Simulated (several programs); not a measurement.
Many methods on one cell: NaH (Fm-3m)

Measured values to be reproduced:
- volume: 14.55 Å³ an atom (from the lattice constants; cubic cell parameter a; 300 K; “Revisiting the Hydrogen Storage Behavior of the Na-O-H System”; NaH phase in a ball-milled two-phase NaH-NaOH mixture (44 wt% NaH); room temperature; 2015; pmc:5455565)

NaH (started from an entry of an open crystallographic database) with hydrogen sites as listed, relaxed with r2SCAN in Ansatz, was computed with several methods. Space group Fm-3m (No. 225), cubic; a = 4.795 Å in the conventional setting, 13.78 Å³ an atom. Na is surrounded by 6 H at 2.40 Å; H is surrounded by 6 Na at 2.40 Å. No spin polarisation and no zero-point or thermal motion.

```cif
data_structure
_symmetry_space_group_name_H-M 'P 1'
_symmetry_Int_Tables_number 1
_cell_length_a 3.3906
_cell_length_b 3.3906
_cell_length_c 3.3906
_cell_angle_alpha 60.000
_cell_angle_beta 60.000
_cell_angle_gamma 60.000
_cell_volume 27.56
loop_
_atom_site_label
_atom_site_type_symbol
_atom_site_fract_x
_atom_site_fract_y
_atom_site_fract_z
_atom_site_occupancy
Na1 Na 0.00000 0.00000 0.00000 1
H1 H 0.50000 0.50000 0.50000 1
```

Gaps and times are for a single point on this cell; volume and bulk modulus come from each method's own relaxation or energy curve at fixed shape. Times are rough, from shared hosts (Arm Neoverse V1; Arm Neoverse V2), and each method has its own mesh and cell size. PM6 (MOPAC), PM7 (MOPAC), GFN1-xTB (tblite), GFN2-xTB (tblite) treat a cluster of cells at its zone centre, which samples few k points: where these miss a band edge, the gap comes out too large for that reason alone. Gaps from k meshes are read at a limited set of points (mesh, symmetry points, PBE's band edges), so each method's own least gap may be somewhat smaller. xTB and the PM methods were fitted mostly to molecules, and can miss a solid's gap by electronvolts. Minimal bases can be far off for gaps. Times of the plane-wave ladder aren't listed, since it ran on unlike processors and cards. GLLB-SC's gap includes the derivative discontinuity. G0W0 is at finite bands, cutoff and mesh. d marks a direct gap, i an indirect one (no mark: not told apart), a dash a value that wasn't computed or didn't pass its checks.

| method | kind | gap (eV) | own volume (Å³/atom) | bulk modulus (GPa) | atoms computed | processor time |
| --- | --- | --- | --- | --- | --- | --- |
| PBEsol | semilocal | – | 13.75 | – | 2 | – |
| light PBE (260 eV and a coarse mesh) | light plane-wave | 3.79 i | – | – | 2 | 0.45 s |
| PM7 (MOPAC) | semi-empirical | 9.51 | – | – | cluster | 0.9 s |
| LDA | semilocal | 3.44 i | 12.88 | – | 2 | – |
| PBE | semilocal | 3.80 i | 14.10 | 23 | 2 | – |
| PM6 (MOPAC) | semi-empirical | 7.46 | – | – | cluster | 1.2 s |
| GFN1-xTB (tblite) | tight binding | 7.87 | – | – | cluster | 2.7 s |
| r2SCAN | semilocal | 4.40 i | 13.78 | 24 | 2 | – |
| GLLB-SC (GPAW) | model potential | 7.98 | – | – | 2 | 3.5 s |
| G0W0@LDA (140 eV screening cutoff) | many-body | 5.80 | – | – | 2 | – |
| GFN2-xTB (tblite) | tight binding | 10.85 | – | – | cluster | 6.7 s |
| G0W0@r2SCAN (180 eV screening cutoff) | many-body | 6.50 | – | – | 2 | – |
| PBE/SZV (CP2K) | small basis | 1.18 i | – | – | 2 | 9.6 s |
| G0W0@PBE (260 eV screening cutoff) | many-body | 6.07 | – | – | 2 | – |
| LC-ωPBE | hybrid | 9.99 i | – | – | 2 | – |
| G0W0@HSE06 (180 eV screening cutoff) | many-body | 6.73 | – | – | 2 | – |
| PBE/DZVP (CP2K) | small basis | 3.42 i | – | – | 2 | 14 s |
| PBE/single zeta (GPAW) | small basis | 3.97 i | – | – | 2 | 18 s |
| G0W0@PBE0 (180 eV screening cutoff) | many-body | 7.01 | – | – | 2 | – |
| PBE0 | hybrid | 5.58 i | – | – | 2 | – |
| HSE06 | hybrid | 4.85 i | 13.86 | – | 2 | – |
| Hartree-Fock | exact exchange | 11.70 i | – | – | 2 | – |
| DDH-PBE0 | hybrid | 6.08 i | – | – | 2 | – |

Against HSE06 (4.85 eV) and with closed or daggered gaps left aside, the nearest gap at the points sampled is that of r2SCAN (-0.45 eV) and the farthest that of Hartree-Fock (+6.85 eV). HSE06 is only a yardstick of convenience: for gaps this wide it usually falls short of measured ones, so a larger value can be the better one.

Volumes against r2SCAN's: PBEsol -0.2 %, LDA -6.5 %, PBE +2.3 %, HSE06 +0.6 %.

Comparison with experiment:
- Volume, measured 14.55 Å³ an atom: PBEsol -5.5 %, LDA -11.5 %, PBE -3.1 %, r2SCAN -5.3 %, HSE06 -4.7 %.
The calculations are for a static lattice; samples hold vibrations, temperature and, in optical gaps, excitons. A measured value is shown where most reports agree with it, and only for the quantities listed.
